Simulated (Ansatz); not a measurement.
Runs of Ansatz 0.2.0 on AlPt. It takes space group Pm-3m (No. 221, cubic). The conventional cell has a = 3.092 Å, b = 3.092 Å, c = 3.092 Å, α = 90.00°, β = 90.00°, γ = 90.00°. Pt (site symmetry m-3m) has 8 Al at 2.68 Å as nearest neighbours. Al (site symmetry m-3m) has 8 Pt at 2.68 Å as nearest neighbours. Measurements of this composition are mostly on another form, of space group No. 198.

```csv
task,level,k mesh,cutoff (eV),q mesh,points for each segment of the path,mesh quality,V0 of scaled cells (Å³/atom),B0 (GPa)
equation of state,LDA,9 × 9 × 9,420,-,-,not flagged,14.03,214
equation of state,PBE0,4 × 4 × 4,420,-,-,coarse,14.42,(a)
equation of state,PBEsol,9 × 9 × 9,420,-,-,not flagged,(b),202
equation of state,r2SCAN,9 × 9 × 9,500,-,-,not flagged,14.41,204
```

Alike in all rows: potentials or basis Ansatz PAW; no spin polarisation; cell as given; smearing fermi-dirac 0.05 eV.

Task: Fill in the values left out.

Result: (a) 206; (b) 14.33.

Caveats: some runs use coarse meshes; the PAW data sets were made with another functional, which shifts forces and pressure a little (some runs).
